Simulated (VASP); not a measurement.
# GaSb (nc) (F-43m) in VASP: single point with PBE

Aim: the single point of GaSb (nc) with PBE.

Everything below comes from runs of VASP 6.6.1. Logs are shortened: lines on timing, memory, paths and dates and some standing lists are left out, and cuts for length are marked.

**What was measured.**

From a printed reference work, data compilation, for a bulk crystal of GaSb at 4.2 K: band gap 0.811 eV (direct).

The results are compared with them further down.

## Step 1: Starting point

The structure is cubic, space group F-43m (No. 216). The conventional cell has a = 6.216 Å, b = 6.216 Å, c = 6.216 Å, α = 90.00°, β = 90.00°, γ = 90.00°. Around Ga (site symmetry -43m) lie 4 Sb at 2.69 Å. Around Sb (site symmetry -43m) lie 4 Ga at 2.69 Å.

## Step 2: Single point, PBE

Contents of INCAR:

```
SYSTEM = GaSb
ALGO     = Normal         ! electronic algorithm
EDIFF    = 1E-6           ! SCF threshold, eV
ENCUT    = 520            ! plane-wave cutoff, eV
GGA      = PE             ! functional
ISIF     = 2              ! what is computed and relaxed
ISMEAR   = 0              ! smearing method
LASPH    = .TRUE.         ! aspherical terms in the spheres
LCHARG   = .FALSE.        ! write CHGCAR
LREAL    = .FALSE.        ! projectors in reciprocal space
LWAVE    = .FALSE.        ! write WAVECAR
NBANDS   = 16             ! bands
NELM     = 100            ! most SCF steps
PREC     = Accurate       ! precision mode
SIGMA    = 0.1            ! smearing width, eV
```

Contents of KPOINTS:

```
k-points
0
G
  12 12 12
  0 0 0
```

Contents of POSCAR:

```
GaSb
1.0
    0.0000000000      3.1077917147      3.1077917147
    3.1077917147      0.0000000000      3.1077917147
    3.1077917147      3.1077917147      0.0000000000
Ga Sb
1 1
Direct
    0.0000000000      0.0000000000      0.0000000000
    0.2500000000      0.2500000000      0.2500000000
```

Potentials or basis: VASP PAW PBE potentials, release 64 (Ga_d, Sb).

The run is started by

```
$ cat potpaw_PBE.64/Ga_d/POTCAR potpaw_PBE.64/Sb/POTCAR > POTCAR
$ mpirun -np 1 vasp_std > vasp.out
```

OUTCAR:

```text
SYSTEM = GaSb
   EDIFF = 1E-6
   ENCUT = 520
   GGA = PE
   ISIF = 2
   ISMEAR = 0
   LASPH = .TRUE.
   LREAL = .FALSE.
   NELM = 100
   PREC = Accurate

 ion  position               nearest neighbor table
   1  0.000  0.000  0.000-   2 2.69   2 2.69   2 2.69   2 2.69
   2  0.250  0.250  0.250-   1 2.69   1 2.69   1 2.69   1 2.69

  LATTYP: Found a face centered cubic cell.
 ALAT       =     6.2155834294

  Lattice vectors:

 A1 = (   0.0000000000,   3.1077917147,   3.1077917147)
 A2 = (   3.1077917147,   0.0000000000,   3.1077917147)
 A3 = (   3.1077917147,   3.1077917147,   0.0000000000)

Analysis of symmetry for initial positions (statically):
=====================================================================
 Subroutine PRICEL returns:
 Original cell was already a primitive cell.

 Routine SETGRP: Setting up the symmetry group for a
 face centered cubic supercell.

 Subroutine GETGRP returns: Found 24 space group operations
 (whereof 24 operations were pure point group operations)
 out of a pool of 48 trial point group operations.

The static configuration has the point symmetry T_d .

Analysis of symmetry for dynamics (positions and initial velocities):
=====================================================================
 Subroutine PRICEL returns:
 Original cell was already a primitive cell.

 Routine SETGRP: Setting up the symmetry group for a
 face centered cubic supercell.

 Subroutine GETGRP returns: Found 24 space group operations
 (whereof 24 operations were pure point group operations)
 out of a pool of 48 trial point group operations.

The dynamic configuration has the point symmetry T_d .

 Subroutine INISYM returns: Found 24 space group operations
 (whereof 24 operations are pure point group operations),
 and found     1 'primitive' translations

----------------------------------------------------------------------------------------

                                     Primitive cell

  volume of cell :      60.0324

  direct lattice vectors                    reciprocal lattice vectors
     0.000000000  3.107791715  3.107791715    -0.160885943  0.160885943  0.160885943
     3.107791715  0.000000000  3.107791715     0.160885943 -0.160885943  0.160885943
     3.107791715  3.107791715  0.000000000     0.160885943  0.160885943 -0.160885943

  length of vectors
     4.395081192  4.395081192  4.395081192     0.278662627  0.278662627  0.278662627

[... 75 lines left out ...]
   LNONCOLLINEAR =      F non collinear calculations
   LSORBIT =      F    spin-orbit coupling
   LASPH  =      T    aspherical Exc in radial PAW
   ENCUT  =  520.0 eV  38.22 Ry    6.18 a.u.   8.17  8.17  8.17*2*pi/ulx,y,z
   NELM   =    100;   NELMIN=  2; NELMDL= -5     # of ELM steps
   EDIFF  = 0.1E-05   stopping-criterion for ELM
   LREAL  =      F    real-space projection
   EDIFFG = 0.1E-04   stopping-criterion for IOM
   NSW    =      0    number of steps for IOM
   IBRION =     -1    ionic relax: 0-MD 1-quasi-New 2-CG
   NFREE  =      0    steps in history (QN), initial steepest desc. (CG)
   ISIF   =      2    stress and relaxation
   ISYM   =      2    0-nonsym 1-usesym 2-fastsym
   POTIM  = 0.5000    time-step for ionic-motion
   TEBEG  =    0.0;   TEEND  =   0.0 temperature during run
   PSTRESS=    0.0 pullay stress
   NELECT =      18.0000    total number of electrons
   NUPDOWN=      -1.0000    fix difference up-down
   EMIN   =  10.00;   EMAX   =-10.00  energy-range for DOS
   EFERMI =   0.00;   METHOD = LEGACY
   ISMEAR =     0;   SIGMA  =   0.10  broadening in eV -4-tet -1-fermi 0-gaus
   EFERMI_NEDOS =   21; number of points for ismear=-14 and -15
   IALGO  =     38    algorithm
   IMIX   =      4    mixing-type and parameters
     AMIX     =   0.40;   BMIX     =  1.00
     AMIX_MAG =   1.60;   BMIX_MAG =  1.00
  volume/ion in A,a.u.               =      30.02       202.56
  Fermi-wavevector in a.u.,A,eV,Ry     =   1.095731  2.070630 16.335500  1.200625
  Thomas-Fermi vector in A             =   2.232060
   LORBIT       =      0    0 simple, 1 ext, 2 COOP (PROOUT), +10 PAW based schemes
   GGA     = PE    functional components
   LHFCALC =     F    Hartree Fock is set to
   AEXX    =    0.0000 exact exchange contribution
   IVDW    =     0    specifies the selected vdW correction
   LEPSILON=     F    determine dielectric tensor
   LRPA    =     F    only Hartree local field effects (RPA)
 non-spin polarized calculation
 Gauss-broadening in eV      SIGMA  =   0.10
  energy-cutoff  :      520.00
  volume of cell :       60.03
 maximum number of plane-waves:      1639
 NGX is ok and might be reduce to    36
   NGX = 17   NGY = 17   NGZ = 17

 number of electron      17.9999991 magnetization

 Free energy of the ion-electron system (eV)
  ---------------------------------------------------
  ext. energy  EPLUGINS =         0.00000000
  ---------------------------------------------------
  free energy    TOTEN  =        -7.37308791 eV

  energy without entropy =       -7.37295093  energy(sigma->0) =       -7.37301942

 E-fermi :   4.4456     XC(G=0):  -8.8837

 val. band max:        4.3960007561   @ k =   0.0000   0.0000   0.0000
 cond. band min:       4.7050566163   @ k =   0.5000   0.0000   0.0000
 fundamental gap:      0.3090558602
 Fermi energy:         4.4455632980

 k-point     1 :       0.0000    0.0000    0.0000
  band No.  band energies     occupation
      1     -10.5502      2.00000
      2     -10.5502      2.00000
      3     -10.5502      2.00000
      4     -10.5074      2.00000
      5     -10.5074      2.00000
      6      -6.7603      2.00000
[... 433 lines left out ...]
      3     -10.5385      2.00000
      4     -10.5086      2.00000
      5     -10.5074      2.00000
      6      -5.0754      2.00000
[... 8 lines left out ...]
     15      12.9780      0.00000
     16      13.4223      0.00000

 [... further k-points ...]
[... 5 lines left out ...]
  --------------------------------------------------------------------------------------
  -------------------------------------------------------------------------------------
  Total        0.0120965      0.0120965      0.0120965      0.0000000      0.0000000     -0.0000000
  in kB        0.3228370      0.3228370      0.3228370      0.0000000      0.0000000     -0.0000000
  external PRESSURE =       0.3228370 kB  Pullay stress =       0.0000000 kB

 VOLUME and BASIS-vectors are now :
 -----------------------------------------------------------------------------
  energy-cutoff  :      520.00
  volume of cell :       60.03
      direct lattice vectors                 reciprocal lattice vectors
     0.000000000  3.107791715  3.107791715    -0.160885943  0.160885943  0.160885943
     3.107791715  0.000000000  3.107791715     0.160885943 -0.160885943  0.160885943
     3.107791715  3.107791715  0.000000000     0.160885943  0.160885943 -0.160885943

 POSITION                                       TOTAL-FORCE (eV/Angst)
 -----------------------------------------------------------------------------------
      0.00000      0.00000      0.00000        -0.000000     -0.000000     -0.000000
      1.55390      1.55390      1.55390         0.000000      0.000000      0.000000
 -----------------------------------------------------------------------------------
    total drift:                                0.000001      0.000001      0.000001

  FREE ENERGIE OF THE ION-ELECTRON SYSTEM (eV)
  ---------------------------------------------------
  free  energy   TOTEN  =        -7.3730879058 eV

  energy  without entropy=       -7.3729509329  energy(sigma->0) =       -7.37301942
```

OSZICAR:

```text
N       E                     dE             d eps       ncg     rms          rms(c)
DAV:   1     0.797182929533E+02    0.79718E+02   -0.84965E+03  2344   0.135E+03
DAV:   2    -0.125450109459E+01   -0.80973E+02   -0.77569E+02  2704   0.288E+02
DAV:   3    -0.731167609470E+01   -0.60572E+01   -0.60395E+01  2768   0.640E+01
DAV:   4    -0.741800243311E+01   -0.10633E+00   -0.10631E+00  2944   0.947E+00
DAV:   5    -0.742055247673E+01   -0.25500E-02   -0.25500E-02  2880   0.129E+00    0.300E+00
DAV:   6    -0.738220561208E+01    0.38347E-01   -0.61153E-02  3288   0.375E+00    0.178E+00
DAV:   7    -0.737158975453E+01    0.10616E-01   -0.33964E-02  2704   0.148E+00    0.338E-01
DAV:   8    -0.737254615239E+01   -0.95640E-03   -0.42198E-03  3032   0.726E-01    0.717E-02
DAV:   9    -0.737302073096E+01   -0.47458E-03   -0.62675E-04  2688   0.197E-01    0.299E-02
DAV:  10    -0.737307403090E+01   -0.53300E-04   -0.56796E-05  2936   0.427E-02    0.894E-03
DAV:  11    -0.737308704926E+01   -0.13018E-04   -0.19517E-05  2680   0.314E-02    0.557E-03
DAV:  12    -0.737308816269E+01   -0.11134E-05   -0.19125E-06  2928   0.809E-03    0.194E-03
DAV:  13    -0.737308790578E+01    0.25691E-06   -0.96902E-08  1776   0.326E-03
   1 F= -.73730879E+01 E0= -.73730194E+01  d E =-.136973E-03
```

It took 29 s on 1 thread of Intel Xeon 6975P-C (Granite Rapids), shared host; peak memory 0.24 GiB.

What came out:

* Free energy: -7.3731 eV
* Pressure: 0.0 GPa
* Band gap on the k mesh: none (metal or under the smearing width)

Caveat: this crystal is a semiconductor, whose small gap the functional closes, so the metal is an error of the method.

## Step 3: How close it comes

Step 2. Measured gap of GaSb: 0.811 eV (direct; 4.2 K; a printed reference work, data compilation). This calculation gives 0.00 eV (-0.81 eV). Spin-orbit coupling on Ga, Sb is left out. The value is that of PBE on a finite k mesh, which can miss the band edges, without temperature or zero-point motion. Semilocal functionals fall short of measured gaps as a rule.
